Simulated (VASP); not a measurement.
# TaN (I4mm) in VASP: a series of runs

Runs on TaN. Level: LDA. Tasks: single point.

Everything below comes from runs of VASP 6.6.1. Logs are shortened: lines on timing, memory, paths and dates and some standing lists are left out, and cuts for length are marked.

## Step 1: The cell of the first run

It takes space group I4mm (No. 107, tetragonal). Conventional cell: a = 3.075 Å, b = 3.075 Å, c = 4.349 Å, α = 90.00°, β = 90.00°, γ = 90.00°. Ta (site symmetry 4mm) has 6 N at 2.12 to 2.23 Å as nearest neighbours. N (site symmetry 4mm) is surrounded by 6 Ta at 2.12 to 2.23 Å.

## Step 2: Single point, LDA (mode 4 frozen in at -0.049 Å and mode 6 at +0.000 Å (largest displacements))

File INCAR:

```
PREC = Accurate ; ENCUT = 520
EDIFF = 1E-6 ; ISMEAR = 0
SIGMA = 0.15 ; LREAL = False
LASPH = True ; NELM = 100
ALGO = Fast ; ISIF = 2
LWAVE = False ; LCHARG = False
NBANDS = 15
```

File KPOINTS:

```
Automatic mesh
0
Gamma
  18 18 18
```

File POSCAR:

```
TaN
1.0
    0.0000000000      2.1742693740      2.1742693740
    2.1742693740      0.0000000000      2.1742693740
    2.1742693740      2.1742693740      0.0000000000
Ta N
1 1
Direct
    0.4991277432      0.5008722568      0.5008722568
    0.0112681530     -0.0112681530     -0.0112681530
```

Potentials or basis: VASP PAW LDA potentials, release 64 (Ta_pv, N).

Command:

```bash
$ cat potpaw_LDA.64/Ta_pv/POTCAR potpaw_LDA.64/N/POTCAR > POTCAR
$ mpirun -np 1 vasp_std > vasp.out
```

OUTCAR:

```text
PREC = Accurate
   ENCUT = 520
   EDIFF = 1E-6
   ISMEAR = 0
   LREAL = False
   LASPH = True
   NELM = 100
   ISIF = 2

 ion  position               nearest neighbor table
   1  0.499  0.501  0.501-   2 2.12   2 2.17   2 2.17   2 2.17   2 2.17   2 2.23
   2  0.011  0.989  0.989-   1 2.12   1 2.17   1 2.17   1 2.17   1 2.17   1 2.23

  LATTYP: Found a face centered cubic cell.
 ALAT       =     4.3485387480

  Lattice vectors:

 A1 = (   0.0000000000,   2.1742693740,   2.1742693740)
 A2 = (   2.1742693740,   0.0000000000,   2.1742693740)
 A3 = (   2.1742693740,   2.1742693740,   0.0000000000)

Analysis of symmetry for initial positions (statically):
=====================================================================
 Subroutine PRICEL returns:
 Original cell was already a primitive cell.

 Routine SETGRP: Setting up the symmetry group for a
 face centered cubic supercell.

 Subroutine GETGRP returns: Found  8 space group operations
 (whereof  8 operations were pure point group operations)
 out of a pool of 48 trial point group operations.

The static configuration has the point symmetry C_4v.

Analysis of symmetry for dynamics (positions and initial velocities):
=====================================================================
 Subroutine PRICEL returns:
 Original cell was already a primitive cell.

 Routine SETGRP: Setting up the symmetry group for a
 face centered cubic supercell.

 Subroutine GETGRP returns: Found  8 space group operations
 (whereof  8 operations were pure point group operations)
 out of a pool of 48 trial point group operations.

The dynamic configuration has the point symmetry C_4v.

 Subroutine INISYM returns: Found  8 space group operations
 (whereof  8 operations are pure point group operations),
 and found     1 'primitive' translations

----------------------------------------------------------------------------------------

                                     Primitive cell

  volume of cell :      20.5575

  direct lattice vectors                    reciprocal lattice vectors
     0.000000000  2.174269374  2.174269374    -0.229962306  0.229962306  0.229962306
     2.174269374  0.000000000  2.174269374     0.229962306 -0.229962306  0.229962306
     2.174269374  2.174269374  0.000000000     0.229962306  0.229962306 -0.229962306

  length of vectors
     3.074881237  3.074881237  3.074881237     0.398306399  0.398306399  0.398306399

  position of ions in fractional coordinates (direct lattice)
     0.499127743  0.500872257  0.500872257
     0.011268153  0.988731847  0.988731847

  ion indices of the primitive-cell ions
   primitive index   ion index
                 1           1
                 2           2

----------------------------------------------------------------------------------------

 KPOINTS: Automatic mesh

Automatic generation of k-mesh.
 Grid dimensions read from file:
 generate k-points for:   18   18   18

 Generating k-lattice:

  Cartesian coordinates                     Fractional coordinates (reciprocal lattice)
    -0.012775684  0.012775684  0.012775684     0.055555556  0.000000000  0.000000000
     0.012775684 -0.012775684  0.012775684     0.000000000  0.055555556  0.000000000
     0.012775684  0.012775684 -0.012775684     0.000000000  0.000000000  0.055555556

  Length of vectors
     0.022128133  0.022128133  0.022128133

  Shift w.r.t. Gamma in fractional coordinates (k-lattice)
     0.000000000  0.000000000  0.000000000

 Subroutine IBZKPT returns following result:
 ===========================================

 Found    480 irreducible k-points:

 Following reciprocal coordinates:
            Coordinates               Weight
  0.000000  0.000000  0.000000      1.000000
  0.055556  0.000000  0.000000      8.000000
  0.111111  0.000000  0.000000      8.000000
  0.166667  0.000000  0.000000      8.000000
  0.222222  0.000000  0.000000      8.000000
  0.277778  0.000000  0.000000      8.000000
[... 16 lines left out ...]
  0.388889  0.055556  0.000000     16.000000
  0.000000  0.388889  0.055556      8.000000
 [... further k-points ...]
   k-points           NKPTS =    480   k-points in BZ     NKDIM =    480   number of bands    NBANDS=     15
   number of dos      NEDOS =    301   number of ions     NIONS =      2
   total plane-waves  NPLWV =  13824
   dimension x,y,z NGX =    24 NGY =   24 NGZ =   24
   dimension x,y,z NGXF=    48 NGYF=   48 NGZF=   48
   ions per type =               1   1
   NGX,Y,Z   is equivalent  to a cutoff of  12.98, 12.98, 12.98 a.u.
   NGXF,Y,Z  is equivalent  to a cutoff of  25.95, 25.95, 25.95 a.u.
 SYSTEM =  unknown system
   PREC   = accura    normal or accurate (medium, high low for compatibility)
   ISTART =      0    job   : 0-new  1-cont  2-samecut
   ICHARG =      2    charge: 1-file 2-atom 10-const
   ISPIN  =      1    spin polarized calculation?
   LNONCOLLINEAR =      F non collinear calculations
   LSORBIT =      F    spin-orbit coupling
   LASPH  =      T    aspherical Exc in radial PAW
   ENCUT  =  520.0 eV  38.22 Ry    6.18 a.u.   5.72  5.72  5.72*2*pi/ulx,y,z
   NELM   =    100;   NELMIN=  2; NELMDL= -5     # of ELM steps
   EDIFF  = 0.1E-05   stopping-criterion for ELM
   LREAL  =      F    real-space projection
   EDIFFG = 0.1E-04   stopping-criterion for IOM
   NSW    =      0    number of steps for IOM
   IBRION =     -1    ionic relax: 0-MD 1-quasi-New 2-CG
   NFREE  =      0    steps in history (QN), initial steepest desc. (CG)
   ISIF   =      2    stress and relaxation
   ISYM   =      2    0-nonsym 1-usesym 2-fastsym
   POTIM  = 0.5000    time-step for ionic-motion
   TEBEG  =    0.0;   TEEND  =   0.0 temperature during run
   PSTRESS=    0.0 pullay stress
   NELECT =      16.0000    total number of electrons
   NUPDOWN=      -1.0000    fix difference up-down
   EMIN   =  10.00;   EMAX   =-10.00  energy-range for DOS
   EFERMI =   0.00;   METHOD = LEGACY
   ISMEAR =     0;   SIGMA  =   0.15  broadening in eV -4-tet -1-fermi 0-gaus
   EFERMI_NEDOS =   21; number of points for ismear=-14 and -15
   IALGO  =     68    algorithm
   IMIX   =      4    mixing-type and parameters
     AMIX     =   0.40;   BMIX     =  1.00
     AMIX_MAG =   1.60;   BMIX_MAG =  1.00
  volume/ion in A,a.u.               =      10.28        69.36
  Fermi-wavevector in a.u.,A,eV,Ry     =   1.505884  2.845708 30.853744  2.267686
  Thomas-Fermi vector in A             =   2.616674
   LORBIT       =      0    0 simple, 1 ext, 2 COOP (PROOUT), +10 PAW based schemes
   GGA     = CA    functional components
   LHFCALC =     F    Hartree Fock is set to
   AEXX    =    0.0000 exact exchange contribution
   IVDW    =     0    specifies the selected vdW correction
   LEPSILON=     F    determine dielectric tensor
   LRPA    =     F    only Hartree local field effects (RPA)
 non-spin polarized calculation
 RMM-DIIS sequential band-by-band and
 Gauss-broadening in eV      SIGMA  =   0.15
  energy-cutoff  :      520.00
  volume of cell :       20.56
 maximum number of plane-waves:       568
   NGX = 11   NGY = 11   NGZ = 11

 number of electron      15.9999999 magnetization

 Free energy of the ion-electron system (eV)
  ---------------------------------------------------
  ext. energy  EPLUGINS =         0.00000000
  ---------------------------------------------------
  free energy    TOTEN  =       -24.14154115 eV

  energy without entropy =      -24.13232299  energy(sigma->0) =      -24.13693207

 E-fermi :   9.7908     XC(G=0): -13.8442

 val. band max:        9.7905651519   @ k =   0.1667  -0.2778   0.3889
 cond. band min:       9.7909739219   @ k =   0.0000   0.3889   0.0556
 fundamental gap:      0.0004087700
 Fermi energy:         9.7908428057

 k-point     1 :       0.0000    0.0000    0.0000
  band No.  band energies     occupation
      1     -25.7026      2.00000
      2     -25.7000      2.00000
      3     -25.7000      2.00000
      4      -9.0933      2.00000
      5       5.8351      2.00000
      6       5.8351      2.00000
      7       5.8567      2.00000
      8       7.5660      2.00000
      9       7.6643      2.00000
     10       7.6643      2.00000
     11       9.7997      0.93378
     12       9.8953      0.32476
     13      11.8114      0.00000
     14      19.2789      0.00000
     15      21.2742      0.00000

 k-point     2 :       0.0556    0.0000    0.0000
  band No.  band energies     occupation
      1     -25.7337      2.00000
      2     -25.7045      2.00000
      3     -25.7028      2.00000
      4      -9.0110      2.00000
      5       5.3519      2.00000
      6       5.5621      2.00000
      7       5.6730      2.00000
      8       7.6544      2.00000
      9       7.7671      2.00000
     10       7.8622      2.00000
     11      10.1429      0.00090
     12      10.2295      0.00004
     13      12.0334      0.00000
     14      19.5231      0.00000
     15      21.2742      0.00000

 k-point     3 :       0.1111    0.0000    0.0000
  band No.  band energies     occupation
      1     -25.8266      2.00000
      2     -25.7128      2.00000
      3     -25.7111      2.00000
      4      -8.7717      2.00000
      5       4.4990      2.00000
      6       4.9516      2.00000
      7       5.0385      2.00000
      8       7.9498      2.00000
      9       8.0445      2.00000
     10       8.1716      2.00000
     11      10.9878      0.00000
     12      11.0574      0.00000
     13      12.6216      0.00000
     14      20.2136      0.00000
     15      21.2740      0.00000
[... 343 lines left out ...]
 k-point    23 :       0.3889    0.0556    0.0000
  band No.  band energies     occupation
      1     -26.5382      2.00000
      2     -25.7989      2.00000
      3     -25.7867      2.00000
      4      -6.4841      2.00000
      5       0.1395      2.00000
      6       2.2895      2.00000
      7       2.5169      2.00000
      8       9.7788      1.09027
      9      11.1251      0.00000
     10      11.2486      0.00000
     11      14.9712      0.00000
     12      15.7960      0.00000
     13      16.8736      0.00000
     14      21.8869      0.00000
     15      24.0424      0.00000

 k-point    24 :       0.0000    0.3889    0.0556
  band No.  band energies     occupation
      1     -26.5385      2.00000
      2     -25.7977      2.00000
      3     -25.7877      2.00000
      4      -6.4832      2.00000
      5       0.1392      2.00000
      6       2.3001      2.00000
      7       2.5034      2.00000
      8       9.7910      0.99901
      9      11.1266      0.00000
     10      11.2493      0.00000
     11      14.9539      0.00000
     12      15.7427      0.00000
     13      16.9341      0.00000
     14      21.8985      0.00000
     15      24.0351      0.00000

 [... further k-points ...]

------------------------ aborting loop because EDIFF is reached ----------------------------------------

  FORCE on cell =-STRESS in cart. coord.  units (eV):
  Direction    XX          YY          ZZ          XY          YZ          ZX
  --------------------------------------------------------------------------------------
  -------------------------------------------------------------------------------------
  Total        0.4555221      0.2537433      0.2537433     -0.0000000      0.0000000     -0.0000000
  in kB       35.5017669     19.7758479     19.7758479     -0.0000000      0.0000000     -0.0000000
  external PRESSURE =      25.0178209 kB  Pullay stress =       0.0000000 kB

 VOLUME and BASIS-vectors are now :
 -----------------------------------------------------------------------------
  energy-cutoff  :      520.00
  volume of cell :       20.56
      direct lattice vectors                 reciprocal lattice vectors
     0.000000000  2.174269374  2.174269374    -0.229962306  0.229962306  0.229962306
     2.174269374  0.000000000  2.174269374     0.229962306 -0.229962306  0.229962306
     2.174269374  2.174269374  0.000000000     0.229962306  0.229962306 -0.229962306

 POSITION                                       TOTAL-FORCE (eV/Angst)
 -----------------------------------------------------------------------------------
      2.17806      2.17427      2.17427        -0.471643      0.000000      0.000000
      4.29954      2.17427      2.17427         0.471643      0.000000      0.000000
 -----------------------------------------------------------------------------------
    total drift:                               -0.000043     -0.000000     -0.000000

  FREE ENERGIE OF THE ION-ELECTRON SYSTEM (eV)
  ---------------------------------------------------
  free  energy   TOTEN  =       -24.1415411454 eV

  energy  without entropy=      -24.1323229939  energy(sigma->0) =      -24.13693207
```

It took 68 s on 1 thread of Intel Xeon Platinum 8488C (Sapphire Rapids), shared host; peak memory 0.25 GiB.

Results:

| Quantity | Value |
| --- | --- |
| Free energy | -24.1415 eV |
| Pressure | 2.5 GPa |
| Largest force | 0.472 eV/Å |
| Band gap on the k mesh | none (metal or under the smearing width) |

Forces on the atoms (eV/Å):
```
Ta  -0.472  0.000  0.000
N    0.472  0.000  0.000
```

Levels at points of the mesh, in eV from the Fermi level:
```tsv
k point	band 6	band 7	band 8	band 9	band 10	band 11
(0.00, 0.00, 0.00)	-3.96	-3.93	-2.22	-2.13	-2.13	0.01
(0.50, 0.00, 0.00)	-7.81	-7.81	1.97	1.99	2.10	4.05
(0.50, 0.50, 0.00)	-5.86	-4.66	-4.48	2.19	3.73	3.73
(0.00, 0.50, 0.50)	-5.71	-4.64	-4.64	2.17	3.73	3.73
```

The run has no spin-orbit coupling, so splittings on Ta are missing.

## Step 3: Single point, LDA (mode 4 frozen in at -0.196 Å and mode 6 at -0.098 Å (largest displacements))

File INCAR:

```
PREC = Accurate
ENCUT = 520
EDIFF = 1E-7
ISMEAR = 0
SIGMA = 0.15
LREAL = F
LASPH = T
NELM = 100
ALGO = Fast
ISIF = 2
LWAVE = F
LCHARG = F
NBANDS = 15
```

KPOINTS is that of step 2.

File POSCAR:

```
TaN
1.0
    0.0000000000      2.1742693740      2.1742693740
    2.1742693740      0.0000000000      2.1742693740
    2.1742693740      2.1742693740      0.0000000000
Ta N
1 1
Direct
    0.4982554864      0.5052335408      0.5017445136
    0.0225363060     -0.0676089181     -0.0225363060
```

Potentials or basis: VASP PAW LDA potentials, release 64 (Ta_pv, N).

Command:

```bash
$ cat potpaw_LDA.64/Ta_pv/POTCAR potpaw_LDA.64/N/POTCAR > POTCAR
$ mpirun -np 1 vasp_std > vasp.out
```

It took 3.9 min on 1 thread of Intel Xeon Platinum 8488C (Sapphire Rapids), shared host; peak memory 0.55 GiB.

Results (log left out):

```
Free energy            : -23.8663 eV
Pressure               : 12.5 GPa
Largest force          : 2.729 eV/Å
Band gap on the k mesh : none (metal or under the smearing width)
```

Forces on the atoms (eV/Å):
```
Ta  -2.507  0.000 -1.077
N    2.507  0.000  1.077
```

Stress tensor (GPa, compression positive):
```
27.28  0.00 -3.52
 0.00  1.97  0.00
-3.52  0.00  8.31
```

Levels at points of the mesh, in eV from the Fermi level:
```
           k point  band 4  band 5  band 6  band 7  band 8  band 9  band 10  band 11  band 12  band 13
(0.00, 0.00, 0.00)  -18.74   -4.94   -4.80   -4.64   -2.06   -0.99    -0.80     0.58     1.51     2.02
(0.50, 0.00, 0.00)  -15.50  -10.44   -7.59   -7.36    1.73    1.85     2.36     3.68     7.08     8.34
(0.00, 0.50, 0.00)  -15.61  -10.34   -7.76   -7.64    1.83    2.06     2.49     4.20     7.51     8.51
(0.50, 0.50, 0.00)  -17.41   -6.80   -6.47   -4.71   -3.12    2.70     3.86     3.90     4.70     6.80
(0.00, 0.50, 0.50)  -17.39   -6.34   -6.04   -4.59   -4.02    2.49     3.82     3.86     4.22     6.39
(0.50, 0.00, 0.50)  -17.43   -6.96   -6.51   -4.81   -2.84    2.78     3.87     3.91     4.70     7.33
```

Caveat: forces of over 1 eV/Å show positions far from the minimum, so gaps and moduli don't describe the material at rest.
